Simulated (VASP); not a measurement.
# MgO (Periclase) (Fm-3m) in VASP: notebook

Runs on MgO (Periclase). Level: PBEsol. Tasks: relaxation of the atoms.

Everything below comes from runs of VASP 6.6.1. Logs are shortened: lines on timing, memory, paths and dates and some standing lists are left out, and cuts for length are marked.

### 1 The undisturbed crystal

It takes space group Fm-3m (No. 225, cubic). The conventional cell has a = 4.217 Å, b = 4.217 Å, c = 4.217 Å, α = 90.00°, β = 90.00°, γ = 90.00°. Mg (site symmetry m-3m) has 6 O at 2.11 Å as nearest neighbours. O (site symmetry m-3m) is surrounded by 6 Mg at 2.11 Å.

### 2 Relaxation of the atoms, PBEsol (a relaxed cell with its volume scaled by 1.04)

The input, INCAR:

```
PREC = Accurate
ENCUT = 600
EDIFF = 1E-7
ISMEAR = 0
SIGMA = 0.03
LREAL = False
LASPH = True
NELM = 80
ALGO = Normal
ISIF = 2
LWAVE = False
LCHARG = False
GGA = PS
IBRION = 2
NSW = 40
EDIFFG = -0.01
```

The input, KPOINTS:

```
regular mesh
0
Gamma
  12 12 12
```

The input, POSCAR:

```
MgO                                     
1.0
    0.0000000000      2.1316096346      2.1316096346
    2.1316096346      0.0000000000      2.1316096346
    2.1316096346      2.1316096346      0.0000000000
  Mg              O             
     1     1
Direct
     0.0000000000000000    0.0000000000000000    0.0000000000000000
     0.5000000000000000    0.5000000000000000    0.5000000000000000
```

Potentials or basis: VASP PAW PBE potentials, release 64 (Mg, O).

Run with:

```sh
cat potpaw_PBE.64/Mg/POTCAR potpaw_PBE.64/O/POTCAR > POTCAR
mpirun -np 1 vasp_std > vasp.out
```

OUTCAR:

```text
PREC = Accurate
   ENCUT = 600
   EDIFF = 1E-7
   ISMEAR = 0
   LREAL = False
   LASPH = True
   NELM = 80
   ISIF = 2
   GGA = PS
   IBRION = 2
   NSW = 40
   EDIFFG = -0.01

 ion  position               nearest neighbor table
   1  0.000  0.000  0.000-   2 2.13   2 2.13   2 2.13   2 2.13   2 2.13   2 2.13
   2  0.500  0.500  0.500-   1 2.13   1 2.13   1 2.13   1 2.13   1 2.13   1 2.13

  LATTYP: Found a face centered cubic cell.
 ALAT       =     4.2632192692

  Lattice vectors:

 A1 = (   0.0000000000,   2.1316096346,   2.1316096346)
 A2 = (   2.1316096346,   0.0000000000,   2.1316096346)
 A3 = (   2.1316096346,   2.1316096346,   0.0000000000)

Analysis of symmetry for initial positions (statically):
=====================================================================
 Subroutine PRICEL returns:
 Original cell was already a primitive cell.

 Routine SETGRP: Setting up the symmetry group for a
 face centered cubic supercell.

 Subroutine GETGRP returns: Found 48 space group operations
 (whereof 48 operations were pure point group operations)
 out of a pool of 48 trial point group operations.

The static configuration has the point symmetry O_h .

Analysis of symmetry for dynamics (positions and initial velocities):
=====================================================================
 Subroutine PRICEL returns:
 Original cell was already a primitive cell.

 Routine SETGRP: Setting up the symmetry group for a
 face centered cubic supercell.

 Subroutine GETGRP returns: Found 48 space group operations
 (whereof 48 operations were pure point group operations)
 out of a pool of 48 trial point group operations.

The dynamic configuration has the point symmetry O_h .

 Subroutine INISYM returns: Found 48 space group operations
 (whereof 48 operations are pure point group operations),
 and found     1 'primitive' translations

----------------------------------------------------------------------------------------

                                     Primitive cell

  volume of cell :      19.3710

  direct lattice vectors                    reciprocal lattice vectors
     0.000000000  2.131609635  2.131609635    -0.234564524  0.234564524  0.234564524
     2.131609635  0.000000000  2.131609635     0.234564524 -0.234564524  0.234564524
     2.131609635  2.131609635  0.000000000     0.234564524  0.234564524 -0.234564524

  length of vectors
     3.014551255  3.014551255  3.014551255     0.406277674  0.406277674  0.406277674

  position of ions in fractional coordinates (direct lattice)
     0.000000000  0.000000000  0.000000000
     0.500000000  0.500000000  0.500000000

  ion indices of the primitive-cell ions
   primitive index   ion index
                 1           1
                 2           2

----------------------------------------------------------------------------------------

 KPOINTS: regular mesh

Automatic generation of k-mesh.
 Grid dimensions read from file:
 generate k-points for:   12   12   12

 Generating k-lattice:

  Cartesian coordinates                     Fractional coordinates (reciprocal lattice)
    -0.019547044  0.019547044  0.019547044     0.083333333  0.000000000  0.000000000
     0.019547044 -0.019547044  0.019547044     0.000000000  0.083333333  0.000000000
     0.019547044  0.019547044 -0.019547044     0.000000000  0.000000000  0.083333333

  Length of vectors
     0.033856473  0.033856473  0.033856473

  Shift w.r.t. Gamma in fractional coordinates (k-lattice)
     0.000000000  0.000000000  0.000000000

 Subroutine IBZKPT returns following result:
 ===========================================

 Found     72 irreducible k-points:

 Following reciprocal coordinates:
            Coordinates               Weight
  0.000000  0.000000  0.000000      1.000000
  0.083333  0.000000  0.000000      8.000000
  0.166667  0.000000  0.000000      8.000000
  0.250000  0.000000  0.000000      8.000000
  0.333333  0.000000  0.000000      8.000000
  0.416667  0.000000  0.000000      8.000000
[... 16 lines left out ...]
  0.500000  0.166667  0.000000     24.000000
 -0.416667  0.166667  0.000000     24.000000
 [... further k-points ...]
   k-points           NKPTS =     72   k-points in BZ     NKDIM =     72   number of bands    NBANDS=      8
   number of dos      NEDOS =    301   number of ions     NIONS =      2
   total plane-waves  NPLWV =  13824
   dimension x,y,z NGX =    24 NGY =   24 NGZ =   24
   dimension x,y,z NGXF=    48 NGYF=   48 NGZF=   48
   ions per type =               1   1
   NGX,Y,Z   is equivalent  to a cutoff of  13.24, 13.24, 13.24 a.u.
   NGXF,Y,Z  is equivalent  to a cutoff of  26.47, 26.47, 26.47 a.u.
 SYSTEM =  unknown system
   PREC   = accura    normal or accurate (medium, high low for compatibility)
   ISTART =      0    job   : 0-new  1-cont  2-samecut
   ICHARG =      2    charge: 1-file 2-atom 10-const
   ISPIN  =      1    spin polarized calculation?
   LNONCOLLINEAR =      F non collinear calculations
   LSORBIT =      F    spin-orbit coupling
   LASPH  =      T    aspherical Exc in radial PAW
   ENCUT  =  600.0 eV  44.10 Ry    6.64 a.u.   6.02  6.02  6.02*2*pi/ulx,y,z
   NELM   =     80;   NELMIN=  2; NELMDL= -5     # of ELM steps
   EDIFF  = 0.1E-06   stopping-criterion for ELM
   LREAL  =      F    real-space projection
   EDIFFG = -.1E-01   stopping-criterion for IOM
   NSW    =     40    number of steps for IOM
   IBRION =      2    ionic relax: 0-MD 1-quasi-New 2-CG
   NFREE  =      1    steps in history (QN), initial steepest desc. (CG)
   ISIF   =      2    stress and relaxation
   ISYM   =      2    0-nonsym 1-usesym 2-fastsym
   POTIM  = 0.5000    time-step for ionic-motion
   TEBEG  =    0.0;   TEEND  =   0.0 temperature during run
   PSTRESS=    0.0 pullay stress
   NELECT =       8.0000    total number of electrons
   NUPDOWN=      -1.0000    fix difference up-down
   EMIN   =  10.00;   EMAX   =-10.00  energy-range for DOS
   EFERMI =   0.00;   METHOD = LEGACY
   ISMEAR =     0;   SIGMA  =   0.03  broadening in eV -4-tet -1-fermi 0-gaus
   EFERMI_NEDOS =   21; number of points for ismear=-14 and -15
   IALGO  =     38    algorithm
   IMIX   =      4    mixing-type and parameters
     AMIX     =   0.40;   BMIX     =  1.00
     AMIX_MAG =   1.60;   BMIX_MAG =  1.00
  volume/ion in A,a.u.               =       9.69        65.36
  Fermi-wavevector in a.u.,A,eV,Ry     =   1.219141  2.303842 20.222393  1.486304
  Thomas-Fermi vector in A             =   2.354403
   LORBIT       =      0    0 simple, 1 ext, 2 COOP (PROOUT), +10 PAW based schemes
   GGA     = PS    functional components
   LHFCALC =     F    Hartree Fock is set to
   AEXX    =    0.0000 exact exchange contribution
   IVDW    =     0    specifies the selected vdW correction
   LEPSILON=     F    determine dielectric tensor
   LRPA    =     F    only Hartree local field effects (RPA)
 conjugate gradient relaxation of ions
 non-spin polarized calculation
 Gauss-broadening in eV      SIGMA  =   0.03
  energy-cutoff  :      600.00
  volume of cell :       19.37
 maximum number of plane-waves:       661
   NGX = 13   NGY = 13   NGZ = 13

 number of electron       8.0000003 magnetization

 Free energy of the ion-electron system (eV)
  ---------------------------------------------------
  ext. energy  EPLUGINS =         0.00000000
  ---------------------------------------------------
  free energy    TOTEN  =       -12.50306230 eV

  energy without entropy =      -12.50306230  energy(sigma->0) =      -12.50306230

 E-fermi :   2.9370     XC(G=0): -11.1360

 val. band max:        2.7988917363   @ k =   0.0000   0.0000   0.0000
 cond. band min:       7.0929983911   @ k =   0.0000   0.0000   0.0000
 fundamental gap:      4.2941066548
 Fermi energy:         2.9370390990

 k-point     1 :       0.0000    0.0000    0.0000
  band No.  band energies     occupation
      1     -14.2224      2.00000
      2       2.7989      2.00000
      3       2.7989      2.00000
      4       2.7989      2.00000
      5       7.0930      0.00000
      6      18.2320      0.00000
      7      18.2320      0.00000
      8      18.2320      0.00000

 k-point     2 :       0.0833    0.0000    0.0000
  band No.  band energies     occupation
      1     -14.1518      2.00000
      2       2.3227      2.00000
      3       2.7537      2.00000
      4       2.7537      2.00000
      5       7.5575      0.00000
      6      17.2705      0.00000
      7      18.3940      0.00000
      8      18.3940      0.00000

 k-point     3 :       0.1667    0.0000    0.0000
  band No.  band energies     occupation
      1     -13.9522      2.00000
      2       1.2938      2.00000
      3       2.6327      2.00000
      4       2.6327      2.00000
      5       8.5269      0.00000
      6      15.8993      0.00000
      7      18.7689      0.00000
      8      18.7689      0.00000

 k-point     4 :       0.2500    0.0000    0.0000
  band No.  band energies     occupation
      1     -13.6616      2.00000
      2       0.1713      2.00000
      3       2.4740      2.00000
      4       2.4740      2.00000
      5       9.4662      0.00000
      6      14.9856      0.00000
      7      19.0064      0.00000
      8      19.0064      0.00000

 k-point     5 :       0.3333    0.0000    0.0000
  band No.  band energies     occupation
      1     -13.3462      2.00000
      2      -0.8088      2.00000
      3       2.3218      2.00000
      4       2.3218      2.00000
      5      10.0620      0.00000
      6      14.6840      0.00000
      7      18.8961      0.00000
      8      18.8961      0.00000

 k-point     6 :       0.4167    0.0000    0.0000
  band No.  band energies     occupation
      1     -13.0959      2.00000
      2      -1.4816      2.00000
      3       2.2145      2.00000
      4       2.2145      2.00000
      5      10.2823      0.00000
      6      14.7946      0.00000
      7      18.6959      0.00000
      8      18.6959      0.00000

 k-point     7 :       0.5000    0.0000    0.0000
  band No.  band energies     occupation
      1     -12.9995      2.00000
      2      -1.7226      2.00000
      3       2.1759      2.00000
      4       2.1759      2.00000
      5      10.3214      0.00000
      6      14.8985      0.00000
      7      18.6120      0.00000
      8      18.6120      0.00000
[... 133 lines left out ...]
 k-point    20 :       0.2500    0.1667    0.0000
  band No.  band energies     occupation
      1     -13.6587      2.00000
      2       0.5311      2.00000
      3       2.2329      2.00000
      4       2.2540      2.00000
      5       9.8265      0.00000
      6      14.4101      0.00000
      7      18.5338      0.00000
      8      19.3400      0.00000

 k-point    21 :       0.3333    0.1667    0.0000
  band No.  band energies     occupation
      1     -13.3870      2.00000
      2      -0.2398      2.00000
      3       1.9596      2.00000
      4       2.1044      2.00000
      5      10.6623      0.00000
      6      13.9989      0.00000
      7      17.5890      0.00000
      8      19.4751      0.00000

 k-point    22 :       0.4167    0.1667    0.0000
  band No.  band energies     occupation
      1     -13.1217      2.00000
      2      -0.8922      2.00000
      3       1.6531      2.00000
      4       2.0091      2.00000
      5      11.1967      0.00000
      6      14.1357      0.00000
      7      16.9168      0.00000
      8      19.3899      0.00000

 k-point    23 :       0.5000    0.1667    0.0000
  band No.  band energies     occupation
      1     -12.9436      2.00000
      2      -1.2845      2.00000
      3       1.3984      2.00000
      4       1.9891      2.00000
      5      11.4028      0.00000
      6      14.5317      0.00000
      7      16.5565      0.00000
      8      19.2494      0.00000

 k-point    24 :      -0.4167    0.1667    0.0000
  band No.  band energies     occupation
      1     -12.9162      2.00000
      2      -1.3278      2.00000
      3       1.2617      2.00000
      4       2.0485      2.00000
      5      11.4624      0.00000
      6      14.6774      0.00000
      7      16.4988      0.00000
      8      19.2081      0.00000

 [... further k-points ...]

------------------------ aborting loop because EDIFF is reached ----------------------------------------

  FORCE on cell =-STRESS in cart. coord.  units (eV):
  Direction    XX          YY          ZZ          XY          YZ          ZX
  --------------------------------------------------------------------------------------
  -------------------------------------------------------------------------------------
  Total       -0.7055596     -0.7055596     -0.7055596      0.0000000     -0.0000000      0.0000000
  in kB      -58.3567750    -58.3567750    -58.3567750      0.0000000     -0.0000000      0.0000000
  external PRESSURE =     -58.3567750 kB  Pullay stress =       0.0000000 kB

 VOLUME and BASIS-vectors are now :
 -----------------------------------------------------------------------------
  energy-cutoff  :      600.00
  volume of cell :       19.37
      direct lattice vectors                 reciprocal lattice vectors
     0.000000000  2.131609635  2.131609635    -0.234564524  0.234564524  0.234564524
     2.131609635  0.000000000  2.131609635     0.234564524 -0.234564524  0.234564524
     2.131609635  2.131609635  0.000000000     0.234564524  0.234564524 -0.234564524

 POSITION                                       TOTAL-FORCE (eV/Angst)
 -----------------------------------------------------------------------------------
      0.00000      0.00000      0.00000        -0.000000      0.000000     -0.000000
      2.13161      2.13161      2.13161         0.000000     -0.000000      0.000000
 -----------------------------------------------------------------------------------
    total drift:                               -0.000000     -0.000000      0.000000

  FREE ENERGIE OF THE ION-ELECTRON SYSTEM (eV)
  ---------------------------------------------------
  free  energy   TOTEN  =       -12.5030622951 eV

  energy  without entropy=      -12.5030622951  energy(sigma->0) =      -12.50306230

 reached required accuracy - stopping structural energy minimisation
```

Wall time 8.6 s (1 thread of AMD EPYC 9R14 (Zen 4), shared host); peak memory 0.11 GiB.

Results:

```
Free energy             : -12.5031 eV
Pressure after relaxing : -5.8 GPa
Band gap on the k mesh  : 4.29 eV, direct
```

Final structure:
```cif
data_structure
_symmetry_space_group_name_H-M 'P 1'
_symmetry_Int_Tables_number 1
_cell_length_a 3.0146
_cell_length_b 3.0146
_cell_length_c 3.0146
_cell_angle_alpha 60.000
_cell_angle_beta 60.000
_cell_angle_gamma 60.000
_cell_volume 19.37
loop_
_atom_site_label
_atom_site_type_symbol
_atom_site_fract_x
_atom_site_fract_y
_atom_site_fract_z
_atom_site_occupancy
Mg1 Mg 0.00000 0.00000 0.00000 1
O1 O 0.50000 0.50000 0.50000 1
```

Caveat: the relaxation stopped at its first step, so nothing moved; the PAW data sets were made with another functional, which shifts forces and pressure a little. A k mesh can miss the band edges.

### 3 Relaxation of the atoms, PBEsol (a relaxed cell with its volume scaled by 1.06)

INCAR is that of step 2.

KPOINTS is that of step 2.

The input, POSCAR:

```
MgO                                     
1.0
    0.0000000000      2.1451871321      2.1451871321
    2.1451871321      0.0000000000      2.1451871321
    2.1451871321      2.1451871321      0.0000000000
  Mg              O             
     1     1
Direct
     0.0000000000000000    0.0000000000000000    0.0000000000000000
     0.5000000000000000    0.5000000000000000    0.5000000000000000
```

Potentials or basis: VASP PAW PBE potentials, release 64 (Mg, O).

Run with:

```sh
cat potpaw_PBE.64/Mg/POTCAR potpaw_PBE.64/O/POTCAR > POTCAR
mpirun -np 1 vasp_std > vasp.out
```

It took 9 s on 1 thread of AMD EPYC 9R14 (Zen 4), shared host; peak memory 0.12 GiB.

Results (log left out):

```yaml
Free_energy: -12.4873 eV
Pressure_after_relaxing: -8.3 GPa
Band_gap_on_the_k_mesh: 4.12 eV, direct
```

Final structure:
```xyz
2
Lattice="0.0000 2.1452 2.1452 2.1452 0.0000 2.1452 2.1452 2.1452 0.0000" Properties=species:S:1:pos:R:3 pbc="T T T"
Mg    0.0000    0.0000    0.0000
O     2.1452    2.1452    2.1452
```

Levels at points of the mesh, in eV from the valence-band top:
```
           k point  band 1  band 2  band 3  band 4  band 5  band 6  band 7  band 8
(0.00, 0.00, 0.00)  -16.93    0.00    0.00    0.00    4.12   15.33   15.33   15.33
(0.50, 0.00, 0.00)  -15.75   -4.44   -0.60   -0.60    7.41   11.89   15.62   15.62
(0.50, 0.50, 0.00)  -15.51   -3.92   -1.29   -1.29    8.86    9.30   12.40   18.02
```

Caveat: the relaxation stopped at its first step, so nothing moved; the PAW data sets were made with another functional, which shifts forces and pressure a little. A k mesh can miss the band edges.
